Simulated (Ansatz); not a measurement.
Structure types of Al at a series of pressures

All-electron LAPW in Ansatz 0.2.0 under PBE, scalar-relativistic, energies extrapolated to zero smearing, no spin–orbit coupling; spin polarisation is left out. At each pressure a set of structure types was relaxed with symmetry kept. The table gives H = E + pV above the lowest type of that row in meV/atom (up to 5 of noise); a dash means not tried or turned into another type. Real phases may be missing from the set. k spacings are near 0.17 to 0.21 Å⁻¹, smearing 0.05 to 0.1 eV.

Q: Among hcp, fcc, bcc, beta tin, diamond, dhcp, which leads at 2.6, 13, 30, 54, 110, 230, 400 GPa?

A: fcc at 2.6 GPa; fcc at 13 GPa; fcc at 30 GPa; fcc at 54 GPa; fcc at 110 GPa; hcp at 230 GPa; bcc or hcp at 400 GPa.

```csv
p (GPa),V of the lowest (Å³/atom),hcp,fcc,bcc,beta tin,diamond,dhcp
2.6,15.98,35,0,107,323,920,–
13,14.55,41,0,121,–,1478,18
30,13.09,41,0,129,–,–,18
54,11.81,39,0,129,823,2933,–
110,10.08,22,0,103,1121,–,–
230,8.19,0,21,51,1508,6142,–
400,6.84,4,84,0,1812,7942,65
```
